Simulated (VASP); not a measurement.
# KCl (Fm-3m) in VASP: further runs

KCl is run at these levels: revPBE, r2SCAN; tasks: single point.

Program: VASP 6.6.1. These are calculated values, not measurements. Logs are shortened: lines on timing, memory, paths and dates and some standing lists are left out, and cuts for length are marked.

**Experimental background.**

A printed reference work, monograph reports, for a bulk crystal of KCl: band gap 8.68 eV.

The results are compared with them further down.

## 1. The cell of the first run

Symmetry: Fm-3m, No. 225, cubic system. The conventional cell has a = 6.308 Å, b = 6.308 Å, c = 6.308 Å, α = 90.00°, β = 90.00°, γ = 90.00°. Within 4.2 Å of K (site symmetry m-3m) lie 6 Cl at 3.15 Å. Within 4.2 Å of Cl (site symmetry m-3m) lie 6 K at 3.15 Å.

## 2. Single point, revPBE

INCAR reads:

```
SYSTEM = KCl
PREC = Accurate
ENCUT = 520
EDIFF = 1E-6
ISMEAR = 1
SIGMA = 0.0166
LREAL = .FALSE.
LASPH = .TRUE.
NELM = 60
ALGO = Normal
ISIF = 2
LWAVE = .FALSE.
LCHARG = .FALSE.
GGA = RE
NBANDS = 15
```

KPOINTS reads:

```
Automatic mesh
0
G
  5 5 5
  0 0 0
```

POSCAR reads:

```
KCl
1.0
    0.0000000000      3.1538990000      3.1538990000
    3.1538990000      0.0000000000      3.1538990000
    3.1538990000      3.1538990000      0.0000000000
K Cl
1 1
Direct
    0.0000000000      0.0000000000      0.0000000000
    0.5000000000      0.5000000000      0.5000000000
```

Potentials or basis: VASP PAW PBE potentials, release 64 (K_sv, Cl).

Run with:

```
cat potpaw_PBE.64/K_sv/POTCAR potpaw_PBE.64/Cl/POTCAR > POTCAR
mpirun -np 1 vasp_std > vasp.out
```

OUTCAR:

```text
SYSTEM = KCl
   PREC = Accurate
   ENCUT = 520
   EDIFF = 1E-6
   ISMEAR = 1
   LREAL = .FALSE.
   LASPH = .TRUE.
   NELM = 60
   ISIF = 2
   GGA = RE

 ion  position               nearest neighbor table
   1  0.000  0.000  0.000-   2 3.15   2 3.15   2 3.15   2 3.15   2 3.15   2 3.15
   2  0.500  0.500  0.500-   1 3.15   1 3.15   1 3.15   1 3.15   1 3.15   1 3.15

  LATTYP: Found a face centered cubic cell.
 ALAT       =     6.3077980000

  Lattice vectors:

 A1 = (   0.0000000000,   3.1538990000,   3.1538990000)
 A2 = (   3.1538990000,   0.0000000000,   3.1538990000)
 A3 = (   3.1538990000,   3.1538990000,   0.0000000000)

Analysis of symmetry for initial positions (statically):
=====================================================================
 Subroutine PRICEL returns:
 Original cell was already a primitive cell.

 Routine SETGRP: Setting up the symmetry group for a
 face centered cubic supercell.

 Subroutine GETGRP returns: Found 48 space group operations
 (whereof 48 operations were pure point group operations)
 out of a pool of 48 trial point group operations.

The static configuration has the point symmetry O_h .

Analysis of symmetry for dynamics (positions and initial velocities):
=====================================================================
 Subroutine PRICEL returns:
 Original cell was already a primitive cell.

 Routine SETGRP: Setting up the symmetry group for a
 face centered cubic supercell.

 Subroutine GETGRP returns: Found 48 space group operations
 (whereof 48 operations were pure point group operations)
 out of a pool of 48 trial point group operations.

The dynamic configuration has the point symmetry O_h .

 Subroutine INISYM returns: Found 48 space group operations
 (whereof 48 operations are pure point group operations),
 and found     1 'primitive' translations

----------------------------------------------------------------------------------------

                                     Primitive cell

  volume of cell :      62.7442

  direct lattice vectors                    reciprocal lattice vectors
     0.000000000  3.153899000  3.153899000    -0.158533929  0.158533929  0.158533929
     3.153899000  0.000000000  3.153899000     0.158533929 -0.158533929  0.158533929
     3.153899000  3.153899000  0.000000000     0.158533929  0.158533929 -0.158533929

  length of vectors
     4.460286740  4.460286740  4.460286740     0.274588820  0.274588820  0.274588820

  position of ions in fractional coordinates (direct lattice)
     0.000000000  0.000000000  0.000000000
     0.500000000  0.500000000  0.500000000

  ion indices of the primitive-cell ions
   primitive index   ion index
                 1           1
                 2           2

----------------------------------------------------------------------------------------

 KPOINTS: Automatic mesh

Automatic generation of k-mesh.
 Grid dimensions read from file:
 generate k-points for:    5    5    5

 Generating k-lattice:

  Cartesian coordinates                     Fractional coordinates (reciprocal lattice)
    -0.031706786  0.031706786  0.031706786     0.200000000  0.000000000  0.000000000
     0.031706786 -0.031706786  0.031706786     0.000000000  0.200000000  0.000000000
     0.031706786  0.031706786 -0.031706786     0.000000000  0.000000000  0.200000000

  Length of vectors
     0.054917764  0.054917764  0.054917764

  Shift w.r.t. Gamma in fractional coordinates (k-lattice)
     0.000000000  0.000000000  0.000000000

 Subroutine IBZKPT returns following result:
 ===========================================

 Found     10 irreducible k-points:

 Following reciprocal coordinates:
            Coordinates               Weight
  0.000000  0.000000  0.000000      1.000000
  0.200000  0.000000  0.000000      8.000000
  0.400000  0.000000  0.000000      8.000000
  0.200000  0.200000  0.000000      6.000000
  0.400000  0.200000  0.000000     24.000000
 -0.400000  0.200000  0.000000     24.000000
 -0.200000  0.200000  0.000000     12.000000
  0.400000  0.400000  0.000000      6.000000
 -0.400000  0.400000  0.000000     12.000000
 -0.400000  0.400000  0.200000     24.000000
   k-points           NKPTS =     10   k-points in BZ     NKDIM =     10   number of bands    NBANDS=     15
   number of dos      NEDOS =    301   number of ions     NIONS =      2
   total plane-waves  NPLWV =  46656
   dimension x,y,z NGX =    36 NGY =   36 NGZ =   36
   dimension x,y,z NGXF=    72 NGYF=   72 NGZF=   72
   ions per type =               1   1
   NGX,Y,Z   is equivalent  to a cutoff of  13.42, 13.42, 13.42 a.u.
   NGXF,Y,Z  is equivalent  to a cutoff of  26.84, 26.84, 26.84 a.u.
 SYSTEM =  KCl
   PREC   = accura    normal or accurate (medium, high low for compatibility)
   ISTART =      0    job   : 0-new  1-cont  2-samecut
   ICHARG =      2    charge: 1-file 2-atom 10-const
   ISPIN  =      1    spin polarized calculation?
   LNONCOLLINEAR =      F non collinear calculations
   LSORBIT =      F    spin-orbit coupling
   LASPH  =      T    aspherical Exc in radial PAW
   ENCUT  =  520.0 eV  38.22 Ry    6.18 a.u.   8.29  8.29  8.29*2*pi/ulx,y,z
   NELM   =     60;   NELMIN=  2; NELMDL= -5     # of ELM steps
   EDIFF  = 0.1E-05   stopping-criterion for ELM
   LREAL  =      F    real-space projection
   EDIFFG = 0.1E-04   stopping-criterion for IOM
   NSW    =      0    number of steps for IOM
   IBRION =     -1    ionic relax: 0-MD 1-quasi-New 2-CG
   NFREE  =      0    steps in history (QN), initial steepest desc. (CG)
   ISIF   =      2    stress and relaxation
   ISYM   =      2    0-nonsym 1-usesym 2-fastsym
   POTIM  = 0.5000    time-step for ionic-motion
   TEBEG  =    0.0;   TEEND  =   0.0 temperature during run
   PSTRESS=    0.0 pullay stress
   NELECT =      16.0000    total number of electrons
   NUPDOWN=      -1.0000    fix difference up-down
   EMIN   =  10.00;   EMAX   =-10.00  energy-range for DOS
   EFERMI =   0.00;   METHOD = LEGACY
   ISMEAR =     1;   SIGMA  =   0.02  broadening in eV -4-tet -1-fermi 0-gaus
   EFERMI_NEDOS =   21; number of points for ismear=-14 and -15
   IALGO  =     38    algorithm
   IMIX   =      4    mixing-type and parameters
     AMIX     =   0.40;   BMIX     =  1.00
     AMIX_MAG =   1.60;   BMIX_MAG =  1.00
  volume/ion in A,a.u.               =      31.37       211.71
  Fermi-wavevector in a.u.,A,eV,Ry     =   1.038143  1.961805 14.663546  1.077740
  Thomas-Fermi vector in A             =   2.172613
   LORBIT       =      0    0 simple, 1 ext, 2 COOP (PROOUT), +10 PAW based schemes
   GGA     = RE    functional components
   LHFCALC =     F    Hartree Fock is set to
   AEXX    =    0.0000 exact exchange contribution
   IVDW    =     0    specifies the selected vdW correction
   LEPSILON=     F    determine dielectric tensor
   LRPA    =     F    only Hartree local field effects (RPA)
 non-spin polarized calculation
 Methfessel and Paxton  Order N= 1 SIGMA  =   0.02
  energy-cutoff  :      520.00
  volume of cell :       62.74
 maximum number of plane-waves:      1700
 NGX is ok and might be reduce to    36
   NGX = 17   NGY = 17   NGZ = 17

 number of electron      16.0000000 magnetization

 Free energy of the ion-electron system (eV)
  ---------------------------------------------------
  ext. energy  EPLUGINS =         0.00000000
  ---------------------------------------------------
  free energy    TOTEN  =        -6.46233627 eV

  energy without entropy =       -6.46233627  energy(sigma->0) =       -6.46233627

 E-fermi :  -1.6330     XC(G=0):  -7.1917

 val. band max:       -1.7555493496   @ k =   0.0000   0.0000   0.0000
 cond. band min:       3.7206254590   @ k =   0.0000   0.0000   0.0000
 fundamental gap:      5.4761748086
 Fermi energy:        -1.6330297401

 k-point     1 :       0.0000    0.0000    0.0000
  band No.  band energies     occupation
      1     -29.0642      2.00000
      2     -13.8593      2.00000
      3     -12.4906      2.00000
      4     -12.4906      2.00000
      5     -12.4906      2.00000
      6      -1.7555      2.00000
      7      -1.7555      2.00000
      8      -1.7555      2.00000
      9       3.7206      0.00000
     10       6.7882      0.00000
     11       6.7882      0.00000
     12       6.7882      0.00000
     13       7.5933      0.00000
     14       7.5933      0.00000
     15      11.6052      0.00000

 k-point     2 :       0.2000    0.0000    0.0000
  band No.  band energies     occupation
      1     -29.0609      2.00000
      2     -13.9309      2.00000
      3     -12.4936      2.00000
      4     -12.4936      2.00000
      5     -12.4005      2.00000
      6      -2.1498      2.00000
      7      -1.8671      2.00000
      8      -1.8671      2.00000
      9       4.5726      0.00000
     10       6.6220      0.00000
     11       7.2695      0.00000
     12       7.2695      0.00000
     13       8.1130      0.00000
     14       8.1130      0.00000
     15      12.3570      0.00000

 k-point     3 :       0.4000    0.0000    0.0000
  band No.  band energies     occupation
      1     -29.0554      2.00000
      2     -14.0321      2.00000
      3     -12.4983      2.00000
      4     -12.4983      2.00000
      5     -12.2688      2.00000
      6      -2.6709      2.00000
      7      -2.0368      2.00000
      8      -2.0368      2.00000
      9       5.9053      0.00000
     10       6.9020      0.00000
     11       8.4863      0.00000
     12       8.4863      0.00000
     13       9.3173      0.00000
     14       9.3173      0.00000
     15      10.7672      0.00000

 k-point     4 :       0.2000    0.2000    0.0000
  band No.  band energies     occupation
      1     -29.0598      2.00000
      2     -13.9128      2.00000
      3     -12.5082      2.00000
      4     -12.5082      2.00000
      5     -12.4071      2.00000
      6      -2.2373      2.00000
      7      -1.8448      2.00000
      8      -1.8448      2.00000
      9       4.7290      0.00000
     10       5.9869      0.00000
     11       7.7577      0.00000
     12       7.7577      0.00000
     13       7.8786      0.00000
     14       8.5528      0.00000
     15      12.3222      0.00000

 k-point     5 :       0.4000    0.2000    0.0000
  band No.  band energies     occupation
      1     -29.0551      2.00000
      2     -13.9427      2.00000
      3     -12.5206      2.00000
      4     -12.5167      2.00000
      5     -12.3747      2.00000
      6      -2.4819      2.00000
      7      -2.0367      2.00000
      8      -1.9691      2.00000
      9       5.7930      0.00000
     10       6.1099      0.00000
     11       8.5733      0.00000
     12       8.6204      0.00000
     13       8.8959      0.00000
     14       9.0550      0.00000
     15      10.3066      0.00000

 k-point     6 :      -0.4000    0.2000    0.0000
  band No.  band energies     occupation
      1     -29.0533      2.00000
      2     -13.9757      2.00000
      3     -12.5430      2.00000
      4     -12.5074      2.00000
      5     -12.3222      2.00000
      6      -2.5789      2.00000
      7      -2.1314      2.00000
      8      -2.0640      2.00000
      9       6.2862      0.00000
     10       6.9281      0.00000
     11       8.3710      0.00000
     12       8.8168      0.00000
     13       8.9107      0.00000
     14      10.0482      0.00000
     15      10.2837      0.00000

 k-point     7 :      -0.2000    0.2000    0.0000
  band No.  band energies     occupation
      1     -29.0568      2.00000
      2     -13.9696      2.00000
      3     -12.5291      2.00000
      4     -12.4931      2.00000
      5     -12.3336      2.00000
      6      -2.4466      2.00000
      7      -2.0040      2.00000
      8      -1.9657      2.00000
      9       5.5499      0.00000
     10       6.4562      0.00000
     11       7.7095      0.00000
     12       8.3230      0.00000
     13       8.4411      0.00000
     14       9.1973      0.00000
     15      10.8538      0.00000

 k-point     8 :       0.4000    0.4000    0.0000
  band No.  band energies     occupation
      1     -29.0528      2.00000
      2     -13.8121      2.00000
      3     -12.5535      2.00000
      4     -12.5371      2.00000
      5     -12.5371      2.00000
      6      -2.4118      2.00000
      7      -1.9549      2.00000
      8      -1.9549      2.00000
      9       5.1390      0.00000
     10       6.3781      0.00000
     11       8.4250      0.00000
     12       8.8323      0.00000
     13       9.4069      0.00000
     14       9.6996      0.00000
     15       9.6996      0.00000

 k-point     9 :      -0.4000    0.4000    0.0000
  band No.  band energies     occupation
      1     -29.0517      2.00000
      2     -13.8348      2.00000
      3     -12.6060      2.00000
      4     -12.5313      2.00000
      5     -12.4640      2.00000
      6      -2.3218      2.00000
      7      -2.1856      2.00000
      8      -2.0142      2.00000
      9       5.5185      0.00000
     10       7.4302      0.00000
     11       7.8159      0.00000
     12       8.6009      0.00000
     13       8.9742      0.00000
     14       9.6280      0.00000
     15      10.6493      0.00000

 k-point    10 :      -0.4000    0.4000    0.2000
  band No.  band energies     occupation
      1     -29.0523      2.00000
      2     -13.8912      2.00000
      3     -12.5633      2.00000
      4     -12.5544      2.00000
      5     -12.3938      2.00000
      6      -2.3964      2.00000
      7      -2.1180      2.00000
      8      -2.1125      2.00000
      9       6.1038      0.00000
     10       6.7597      0.00000
     11       7.9218      0.00000
     12       8.7003      0.00000
     13       9.5458      0.00000
     14       9.5499      0.00000
     15      10.3979      0.00000

------------------------ aborting loop because EDIFF is reached ----------------------------------------

  FORCE on cell =-STRESS in cart. coord.  units (eV):
  Direction    XX          YY          ZZ          XY          YZ          ZX
  --------------------------------------------------------------------------------------
  -------------------------------------------------------------------------------------
  Total        0.7614382      0.7614382      0.7614382     -0.0000000      0.0000000      0.0000000
  in kB       19.4433862     19.4433862     19.4433862     -0.0000000      0.0000000      0.0000000
  external PRESSURE =      19.4433862 kB  Pullay stress =       0.0000000 kB

 VOLUME and BASIS-vectors are now :
 -----------------------------------------------------------------------------
  energy-cutoff  :      520.00
  volume of cell :       62.74
      direct lattice vectors                 reciprocal lattice vectors
     0.000000000  3.153899000  3.153899000    -0.158533929  0.158533929  0.158533929
     3.153899000  0.000000000  3.153899000     0.158533929 -0.158533929  0.158533929
     3.153899000  3.153899000  0.000000000     0.158533929  0.158533929 -0.158533929

 POSITION                                       TOTAL-FORCE (eV/Angst)
 -----------------------------------------------------------------------------------
      0.00000      0.00000      0.00000         0.000000      0.000000      0.000000
      3.15390      3.15390      3.15390        -0.000000     -0.000000     -0.000000
 -----------------------------------------------------------------------------------
    total drift:                                0.000000      0.000000      0.000000

  FREE ENERGIE OF THE ION-ELECTRON SYSTEM (eV)
  ---------------------------------------------------
  free  energy   TOTEN  =        -6.4623362739 eV

  energy  without entropy=       -6.4623362739  energy(sigma->0) =       -6.46233627
```

Run time: 10 s. Hardware: 1 thread of Intel Xeon 6975P-C, shared host; peak memory 0.2 GiB.

What came out:

- Free energy: -6.4623 eV
- Pressure: 1.9 GPa
- Band gap on the k mesh: 5.48 eV, direct

Levels at points of the mesh, in eV from the valence-band top:
```tsv
k point	band 6	band 7	band 8	band 9	band 10	band 11
(0.00, 0.00, 0.00)	0.00	0.00	0.00	5.48	8.54	8.54
```

Caveat: the PAW data sets were made with another functional, which shifts forces and pressure a little.

## 3. Single point, r2SCAN

POSCAR is that of step 2.

INCAR.step1 reads:

```
SYSTEM = KCl
PREC = Accurate
ENCUT = 520
ISMEAR = 1
SIGMA = 0.0166
LREAL = .False.
LASPH = .True.
NELM = 100
NBANDS = 15
GGA = PE
ALGO = Normal
EDIFF = 1E-4
LWAVE = .True.
LCHARG = .False.
```

INCAR.step2 reads:

```
SYSTEM = KCl
PREC = Accurate
ENCUT = 520
EDIFF = 1E-6
ISMEAR = 1
SIGMA = 0.0166
LREAL = .False.
LASPH = .True.
NELM = 100
ALGO = Normal
ISIF = 2
LWAVE = .False.
LCHARG = .True.
METAGGA = R2SCAN
LMIXTAU = .True.
LELF = .True.
LVHAR = .True.
NBANDS = 15
ISTART = 1
```

KPOINTS reads:

```
Automatic mesh
0
Gamma
  5 5 5
  0 0 0
```

Potentials or basis: VASP PAW PBE potentials, release 64 (K_sv, Cl).

Run with:

```
cat potpaw_PBE.64/K_sv/POTCAR potpaw_PBE.64/Cl/POTCAR > POTCAR
cp INCAR.step1 INCAR
mpirun -np 1 vasp_std > vasp.out
cp INCAR.step2 INCAR
mpirun -np 1 vasp_std > vasp.out
```

Wall time 45 s (1 thread of Intel Xeon 6975P-C, shared host); peak memory 0.22 GiB.

The run converged. Its results:

* Free energy: -16.5064 eV
* Pressure: -0.2 GPa
* Band gap on the k mesh: 5.80 eV, direct

Levels at points of the mesh, in eV from the valence-band top:
```tsv
k point	band 6	band 7	band 8	band 9	band 10	band 11
(0.00, 0.00, 0.00)	0.00	0.00	0.00	5.80	9.03	9.03
```

Caveat: the PAW data sets were made with another functional, which shifts forces and pressure a little.

## 4. Against experiment

Step 2. Measured gap of KCl: 8.68 eV (a printed reference work, monograph). This calculation gives 5.48 eV (-3.20 eV). The value is that of revPBE, without temperature or zero-point motion. Semilocal functionals fall short of measured gaps as a rule.

Step 3. A measured gap of KCl is 8.68 eV (a printed reference work, monograph); the calculated 5.80 eV misses it by -2.88 eV. The value is that of r2SCAN, without temperature or zero-point motion.
